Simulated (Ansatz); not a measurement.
The system is Sn.

```
Sn
1.0
    -2.02919    2.02919    1.66076
     2.02919   -2.02919    1.66076
     2.02919    2.02919   -1.66076
Sn
1
Direct
  0.00000 0.00000 0.00000
```

This isn't the form of Sn at room conditions, which is tetragonal (white tin).

- Program: Ansatz 0.2.0
- Task: relaxation of cell and atoms
- Functional: RPBE
- Dispersion: D3(BJ)
- Potentials or basis: Ansatz PAW
- Cutoff: 420 eV (not typed: the program's choice for these potentials)
- k mesh: 10 × 10 × 10
- Occupations: fermi-dirac, width 0.05 eV
- Spin: no spin polarisation

At the start: volume 27.35 Å³/atom.

**Question.** How do energy, volume and symmetry change on relaxing?

**Answer.** It ends after 8 steps and the volume is 20.68 Å³/atom (-24.4 %); space group I4/mmm (No. 139, to 0.05 Å).

The path:
```csv
step,energy change (eV),largest force (eV/Å),volume (Å³)
1,0.0000,0.0000,27.35
2,-0.3314,0.0000,23.63
3,-0.4530,0.0000,20.77
4,-0.4602,0.0000,20.62
5,-0.4605,0.0000,20.68
6,-0.4606,0.0000,20.68
7,-0.4606,0.0000,20.68
8,-0.4593,0.0000,20.68
```

Final structure:
```
CELL_PARAMETERS angstrom
-1.80124 1.80124 1.59377
1.80124 -1.80124 1.59377
1.80124 1.80124 -1.59377
ATOMIC_POSITIONS crystal
Sn 0.00000 0.00000 0.00000
```

Caveat: the volume moved by over 15 % at a fixed basis, so the end points are rough; the plane-wave basis is chosen anew once the cell has moved, so the energies of steps on either side of that aren't comparable; pairwise dispersion overbinds metals, which lowers pressure and volume; the PAW data sets come from PBE, with cores solved anew for the run's functional, which leaves a small shift of forces and pressure.
